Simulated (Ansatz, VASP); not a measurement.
## Cross-check of B5As5H4 (armchair BAs ribbon N=5 H edges) between VASP and Ansatz

Wanted: the spread between two codes on one cell, functional and k mesh. The structure shown is the start of the Ansatz relaxation below; VASP solves that cell, so the two are compared at the walk's first step.

Method: plane waves, with VASP 6.6.1 beside it; single point at PBE, in Ansatz 0.2.0.

## Step 1: The structure

The cell holds 14 atoms: 5 B, 5 As and 4 H. Cell: a = 16.388 Å, b = 7.000 Å, c = 5.880 Å, α = 90.0°, β = 90.0°, γ = 90.0°. Vacuum lies along a and b. The structure's axis is c.

## Step 2: Ansatz: relaxation, PBE

Ansatz runs on its default PAW (the set named soft_2) files.

The two programs are compared at the cell with which this relaxation starts, whose forces are those of its first step.

Contents of input.yaml:

```yaml
crystal:
  lattice:
    - [16.388, 0.0, 0.0]
    - [0.0, 7.0, 0.0]
    - [0.0, 0.0, 5.88]
  atoms:
    - { symbol: B, position: [0.292838547, 0.5, 0.0] }
    - { symbol: B, position: [0.499991316, 0.5, 0.0] }
    - { symbol: B, position: [0.707144085, 0.5, 0.0] }
    - { symbol: As, position: [0.292838547, 0.5, 0.333333333] }
    - { symbol: As, position: [0.499991316, 0.5, 0.333333333] }
    - { symbol: As, position: [0.707144085, 0.5, 0.333333333] }
    - { symbol: H, position: [0.213570906, 0.5, 0.460884354] }
    - { symbol: H, position: [0.786411727, 0.5, 0.460884354] }
    - { symbol: B, position: [0.396414931, 0.5, 0.5] }
    - { symbol: B, position: [0.603567701, 0.5, 0.5] }
    - { symbol: As, position: [0.396414931, 0.5, 0.833333333] }
    - { symbol: As, position: [0.603567701, 0.5, 0.833333333] }
    - { symbol: H, position: [0.232066689, 0.5, 0.902210884] }
    - { symbol: H, position: [0.767915944, 0.5, 0.902210884] }
kpoints:
  mp_grid: { grid: [1, 1, 14] }
scf:
  occupations: { method: fermi_dirac, width: 0.05 }
hamiltonian:
  xc: pbe
relax:
  cell: { fix: [a, b, alpha, beta, gamma] }
  max_steps: 45
  f_tol: 0.03
```

On the command line:

```console
ansatz run input.yaml --threads 4 --pin off --max-ram 16384MiB --backend cpu --events-out ev --progress --plain --runs-dir out
```

Numbers of over 12 decimals in the logs are rounded to 6 here.

What it wrote:

```text
Engine: ansatz 0.2.0, aarch64-unknown-linux-gnu
Pseudopotentials: kind: paw
Pseudopotential: B, paw, valence charge 3, recommended cutoff 420 eV (normal), B.paw.azcp
Pseudopotential: As, paw, valence charge 15, recommended cutoff 420 eV (normal), As.paw.azcp
Pseudopotential: H, paw, valence charge 1, recommended cutoff 420 eV (normal), H.paw.azcp
Functional definition: PBE
  parameter kappa = 0.804
  parameter beta = 0.066725
  exchange = pbe_x(kappa = kappa, mu = beta*pi^2/3)
  correlation = pbe_c(beta = beta)
Crystal: 14 atoms, lattice volume = 674.530 Å³
Basis set: ecut = 420 eV, 13195 PW (Γ), exchange–correlation on 240×96×80 points (8 copies of the dense FFT grid, shifted against one another)
Bands: 61, of which v1, the nominal top of the filled ones, is band 47 counted from 1 (46 counted from 0)
Symmetry: 4 space group operations
Space group: Pmm2 (ITA 25), of the structure as read, at distance tolerance 8.8e-5 Å
k-points: 8 of 14 (time reversal used)
Non-local potential: B, projectors of the file, l = 0: 2, l = 1: 2, l = 2: 1
Non-local potential: As, projectors of the file, l = 0: 2, l = 1: 2, l = 2: 3, l = 3: 1
Non-local potential: H, projectors of the file, l = 0: 2, l = 1: 1
PAW form: soft (Blöchl's): semilocal exchange-correlation on the pseudo side does not see the compensation charge
PAW one-centre angular grid: B, 110 points (default); XC on 64 Gauss nodes
PAW one-centre angular grid: As, 590 points (default); XC on 64 Gauss nodes
PAW one-centre angular grid: H, 110 points (default); XC on 64 Gauss nodes
Initial density: superposition of atomic densities (neutral atoms: chi_scale 0, normalization atom), corrected by the library's trained network
Initial wavefunctions: pseudopotential atomic-orbital guess
Functional: x = pbe(κ = 0.804, μ = 0.219515), c = pbe(β = 0.066725)
SCF iter   1: F=—  HF=-25119.103104 eV  |F-HF|=—  |Δ(HF+E_count)|=         —  Δρ=1.63e-3  dr2=4.71e-2  ethr=1.77e-3  ⟨swp⟩=6.6  Hψ=2036  notcnv=0  defer=11
preconditioner: auto → Resta (q_TF=auto, 1.964 Å⁻¹)  ε∞=2.0  [insulator: Δε(μ)=0.989 eV  Ē_g=9.550 eV  σ=0.050 eV  W_gap=1.00  n_scr=84 (ndim 8)  ℏωp=9.5 eV  f_vac=0.632  D(μ)=0.00/eV (n_scr^D=0)  ε∞_Penn≈2.0  vacuum switching on, ρ_ref=6.6e-3 e/Å³]
SCF iter   2: F=—  HF=-25119.116167 eV  |F-HF|=—  |Δ(HF+E_count)|=   1.31e-2  Δρ=8.54e-4  dr2=1.02e-2  ethr=5.01e-5  ⟨swp⟩=3.0  Hψ=756  notcnv=0  defer=53
SCF iter   3: F=—  HF=-25119.119732 eV  |F-HF|=—  |Δ(HF+E_count)|=   3.57e-3  Δρ=4.29e-4  dr2=3.09e-3  ethr=1.08e-5  ⟨swp⟩=2.0  Hψ=612  notcnv=0  defer=53
SCF iter   4: F=—  HF=-25119.121160 eV  |F-HF|=—  |Δ(HF+E_count)|=   1.43e-3  Δρ=1.40e-4  dr2=2.96e-4  ethr=3.29e-6  ⟨swp⟩=2.0  Hψ=584  notcnv=0  defer=53
SCF iter   5: F=—  HF=-25119.121320 eV  |F-HF|=—  |Δ(HF+E_count)|=   1.61e-4  Δρ=5.17e-5  dr2=2.88e-5  ethr=3.15e-7  ⟨swp⟩=2.0  Hψ=600  notcnv=0  defer=53
SCF iter   6: F=—  HF=-25119.121303 eV  |F-HF|=—  |Δ(HF+E_count)|=   1.74e-5  Δρ=1.95e-5  dr2=3.54e-6  ethr=3.06e-8  ⟨swp⟩=2.0  Hψ=623  notcnv=0  defer=53
SCF iter   7: F=—  HF=-25119.121310 eV  |F-HF|=—  |Δ(HF+E_count)|=   7.22e-6  Δρ=7.22e-6  dr2=3.23e-7  ethr=3.77e-9  ⟨swp⟩=2.0  Hψ=607  notcnv=0  defer=53
SCF iter   8: F=-25119.121312 eV  HF=-25119.121312 eV  |F-HF|=4.90e-8  |Δ(HF+E_count)|=   2.12e-6  Δρ=1.86e-6  dr2=2.10e-8  ethr=1.06e-10  ⟨swp⟩=5.0  Hψ=1540  notcnv=0
SCF 1 converged in 8 iterations: F = -25119.121312 eV  dr2 = 2.10e-8
  greatest PAW one-centre occupation: 0.999 electrons in one spin orbital (limit 2), on the As atom at site 4 (counted from 0), in its partial waves of l = 2
relax step   1: F+E_penalty+E_count = -25119.12131238 eV  Δ(F+E_penalty+E_count) = +0.000e0 eV  max|allowed force component| = 1.052e0 eV/Å  Δτ_max = 0.0000 Å  P = -0.172 GPa  Ω = 674.530 Å³  fix = [a, b, alpha, beta, gamma]  reactions: a -0.306, b +0.340 GPa  (8 SCF iters, dr2 threshold 1.00e-7 eV, accepted)
[...]
relax step   3: F+E_penalty+E_count = -25119.29624061 eV  Δ(F+E_penalty+E_count) = -2.320e-2 eV  max|allowed force component| = 1.279e-1 eV/Å  Δτ_max = 0.0187 Å  P = +0.075 GPa  Ω = 675.461 Å³  energy of the carried Pulay correction = -1.909e-4 eV  fix = [a, b, alpha, beta, gamma]  reactions: a -0.024, b +0.331 GPa  (6 SCF iters, dr2 threshold 1.40e-6 eV, accepted)
[...]
relax step   4: F+E_penalty+E_count = -25119.29746191 eV  Δ(F+E_penalty+E_count) = -1.221e-3 eV  max|allowed force component| = 5.118e-3 eV/Å  Δτ_max = 0.0068 Å  P = +0.107 GPa  Ω = 675.313 Å³  energy of the carried Pulay correction = -1.605e-4 eV  fix = [a, b, alpha, beta, gamma]  reactions: a -0.001, b +0.330 GPa  (5 SCF iters, dr2 threshold 1.02e-6 eV, accepted)
[...]
relax step   5: F+E_penalty+E_count = -25119.29763987 eV  Δ(F+E_penalty+E_count) = -1.780e-4 eV  max|allowed force component| = 5.128e-3 eV/Å  Δτ_max = 0.0000 Å  P = +0.106 GPa  Ω = 675.313 Å³  fix = [a, b, alpha, beta, gamma]  reactions: a -0.002, b +0.330 GPa  stress off target by 9.48e-3 GPa on what of the cell is left free  SCF on the basis re-selected at this cell (its energy is not comparable with the rows above)  (6 SCF iters)
basis re-selected at this cell: Δ(F+E_penalty+E_count) = -1.780e-4 eV, ΔP = -0.000 GPa vs the last step (what re-selecting the basis moved, of the pressure what is left beyond the Pulay correction that the steps carried, after the strain that the cell walked since its last selection, with what the two solves' SCF thresholds leave and, on support functions, any second-order correction that the steps lacked; it is no m [...]
SCF converged after 6 iterations
Free energy (F): -25119.297640 eV
Harris-Foulkes:  -25119.297640 eV  (|F-HF|=2.37e-8)
Internal energy: -25119.297621 eV  (E = F + TS)
E sigma→0 (E₀):  -25119.297630 eV
Entropy (-TS):   -0.000019 eV (-0.001 meV/atom)
Fermi energy:    -0.945560 eV
--- Per-component energies (eV) ---
  E_band       = -2164.659937
  E_kinetic    = 799.434243
  E_local      = -29428.666749  (includes V_loc(G=0)·N_el)
  E_nonlocal   = -3281.050337
  E_hartree    = 14616.492772
  E_xc         = -582.986911
  E_vxc        = -620.374651  (∫ρ·V_xc dr)
  E_paw        = -9578.122599  (= ΣΔE_a)
  E_vpaw       = 1133.017054  (= ΣTr[D̂ρ^β])
  E_aug_tail   = -0.004935  (compensation charges beyond the density's cutoff)
  E_ewald      = 2335.606896
  E_smearing   = -0.000019  (= −TS)
  E_closure    = 0.000000  (closes the sum)
  Σ components = -25119.297640   (vs F -25119.297640, Δ=0.00e0)
--- Forces (eV/Å), atoms counted from 1 ---
  atom   1  B     -0.00060816     0.00000000    -0.00357815
  atom   2  B      0.00000000     0.00000000    -0.00310685
  atom   3  B      0.00060816     0.00000000    -0.00357815
  atom   4  As     0.00046847     0.00000000     0.00350168
  atom   5  As    -0.00000000     0.00000000     0.00359801
  atom   6  As    -0.00046847     0.00000000     0.00350168
  atom   7  H      0.00272489     0.00000000    -0.00388564
  atom   8  H     -0.00272489     0.00000000    -0.00388564
  atom   9  B     -0.00512808     0.00000000    -0.00377170
  atom  10  B      0.00512808     0.00000000    -0.00377170
  atom  11  As     0.00401187     0.00000000     0.00300913
  atom  12  As    -0.00401187     0.00000000     0.00300913
  atom  13  H     -0.00098418     0.00000000     0.00447849
  atom  14  H      0.00098418     0.00000000     0.00447849
  max |Σ_I F_I| component: 1.20e-6 eV/Å
--- Stress (GPa, compression-positive) ---
       -0.001795       0.000000       0.000000
        0.000000       0.330008       0.000000
        0.000000       0.000000      -0.009478
  P = ⅓ Tr σ = 0.1062 GPa (1.062 kbar)
--- Relaxed structure (4 steps of the walk, 4 accepted, 1 SCFs on fresh bases) ---
  F+E_penalty+E_count = -25119.29763987 eV   max|allowed force component| = 5.128e-3 eV/Å   (the final SCF, on the basis selected at the relaxed cell)
  cell:  # Å, volume = 675.3130 Å³
    - [16.388, 0, 0]
    - [0, 7.0, 0]
    - [0, 0, 5.886825]
  atoms:
    - { symbol: B, position: [0.293139, 0.5, 0.000828354] }
    - { symbol: B, position: [0.5, 0.5, 0.00247844] }
    - { symbol: B, position: [0.706861, 0.5, 0.000828354] }
    - { symbol: As, position: [0.298120, 0.5, 0.325215] }
    - { symbol: As, position: [0.5, 0.5, 0.335672] }
    - { symbol: As, position: [0.701880, 0.5, 0.325215] }
    - { symbol: H, position: [0.219075, 0.5, 0.454457] }
    - { symbol: H, position: [0.780925, 0.5, 0.454457] }
    - { symbol: B, position: [0.397181, 0.5, 0.504944] }
    - { symbol: B, position: [0.602819, 0.5, 0.504944] }
    - { symbol: As, position: [0.396445, 0.5, 0.837961] }
    - { symbol: As, position: [0.603555, 0.5, 0.837961] }
    - { symbol: H, position: [0.229171, 0.5, 0.903948] }
    - { symbol: H, position: [0.770829, 0.5, 0.903948] }
```

## Step 3: VASP: single point, PBE, start cell

The same cell, functional, mesh and smearing now go to VASP, with its own data sets.

Lines of VASP's logs that name or quote its potential files are left out, and so is its time.

Contents of INCAR:

```
SYSTEM = B5As5H4
PREC = Accurate
ENCUT = 420
EDIFF = 1E-06
NELM = 120
ISMEAR = -1
SIGMA = 0.05
LREAL = .FALSE.
ALGO = Normal
GGA = PE
NBANDS = 36
LORBIT = 11
LWAVE = .FALSE.
LCHARG = .FALSE.
ISIF = 2
LASPH = .TRUE.
GGA_COMPAT = .FALSE.
EFERMI = MIDGAP
KPAR = 4
```

Contents of POSCAR:

```
B5As5H4
1.0
   16.3880000000      0.0000000000      0.0000000000
    0.0000000000      7.0000000000      0.0000000000
    0.0000000000      0.0000000000      5.8800000000
B As H
5 5 4
Direct
    0.2928472053      0.5000000000      0.0000000000
    0.5000000000      0.5000000000      0.0000000000
    0.7071527947      0.5000000000      0.0000000000
    0.3964236026      0.5000000000      0.5000000000
    0.6035763974      0.5000000000      0.5000000000
    0.2928472053      0.5000000000      0.3333333333
    0.5000000000      0.5000000000      0.3333333333
    0.7071527947      0.5000000000      0.3333333333
    0.3964236026      0.5000000000      0.8333333333
    0.6035763974      0.5000000000      0.8333333333
    0.2135795704      0.5000000000      0.4608843537
    0.7864204296      0.5000000000      0.4608843537
    0.2320753600      0.5000000000      0.9022108844
    0.7679246400      0.5000000000      0.9022108844
```

Contents of KPOINTS:

```
Automatic mesh
0
Gamma
1 1 14
0 0 0
```

Potentials, in the order of the species: B, As and H (PBE family, release 64).

On the command line:

```console
mpirun -np 4 vasp_std
```

What it wrote:

```text
[banner, memory and clock lines left out]
running    4 mpi-ranks, on    1 nodes
 distrk:  each k-point on    1 cores,    4 groups
 distr:  one band on    1 cores,    1 groups

 POSCAR found type information on POSCAR B AsH
 POSCAR found :  3 types and      14 ions
 LDA part: xc-table for (Slater+PW92), standard interpolation
 POSCAR, INCAR and KPOINTS ok, starting setup
 FFT: planning ... GRIDC
 FFT: planning ... GRID_SOFT
 FFT: planning ... GRID
 WAVECAR not read
 entering main loop
       N       E                     dE             d eps       ncg     rms          rms(c)
DAV:   1     0.233559931768E+03    0.23356E+03   -0.12445E+04   576   0.734E+02
DAV:   2    -0.348699214833E+02   -0.26843E+03   -0.25819E+03   832   0.157E+02
DAV:   3    -0.698288983506E+02   -0.34959E+02   -0.34717E+02   712   0.630E+01
DAV:   4    -0.707905804042E+02   -0.96168E+00   -0.95858E+00   792   0.119E+01
DAV:   5    -0.708108070676E+02   -0.20227E-01   -0.20214E-01   800   0.145E+00    0.126E+01
DAV:   6    -0.665510040939E+02    0.42598E+01   -0.14154E+01   676   0.111E+01    0.668E+00
DAV:   7    -0.659103957333E+02    0.64061E+00   -0.17105E+00   760   0.505E+00    0.295E+00
DAV:   8    -0.656761409523E+02    0.23425E+00   -0.43043E-01   728   0.212E+00    0.631E-01
DAV:   9    -0.656585429307E+02    0.17598E-01   -0.29922E-02   784   0.587E-01    0.322E-01
DAV:  10    -0.656531832064E+02    0.53597E-02   -0.95992E-03   728   0.384E-01    0.113E-01
DAV:  11    -0.656532401318E+02   -0.56925E-04   -0.17877E-03   744   0.165E-01    0.869E-02
DAV:  12    -0.656556503371E+02   -0.24102E-02   -0.20256E-03   628   0.150E-01    0.359E-02
DAV:  13    -0.656559880980E+02   -0.33776E-03   -0.32360E-04   636   0.735E-02    0.336E-02
DAV:  14    -0.656576000380E+02   -0.16119E-02   -0.13985E-04   684   0.532E-02    0.136E-02
DAV:  15    -0.656585819252E+02   -0.98189E-03   -0.73922E-05   664   0.356E-02    0.138E-02
DAV:  16    -0.656590452188E+02   -0.46329E-03   -0.44210E-05   656   0.234E-02    0.575E-03
DAV:  17    -0.656591453538E+02   -0.10013E-03   -0.13210E-05   688   0.124E-02    0.399E-03
DAV:  18    -0.656591691800E+02   -0.23826E-04   -0.26875E-06   608   0.573E-03    0.154E-03
DAV:  19    -0.656591764956E+02   -0.73156E-05   -0.83941E-07   524   0.335E-03    0.769E-04
DAV:  20    -0.656591778823E+02   -0.13867E-05   -0.14371E-07   508   0.133E-03    0.382E-04
DAV:  21    -0.656591802956E+02   -0.24133E-05   -0.20382E-07   452   0.128E-03    0.331E-04
DAV:  22    -0.656591807229E+02   -0.42730E-06   -0.34936E-08   476   0.557E-04
   1 F= -.65659181E+02 E0= -.65659174E+02  d E =-.124844E-04
```

[end of part 1 of 2]

[Lines on the potential files, build, host, timing and source positions are cut from VASP's logs without a mark.]

[Logs are printed without paths, hosts, clocks, repeated set-up lines and the standing remarks that a program may print on its own settings, such as how far it seeks lower states.]

[Hosts, paths, dates, database ids (printed as entryN), source tags and the programs' standing remarks are cut or masked in the printed files.]
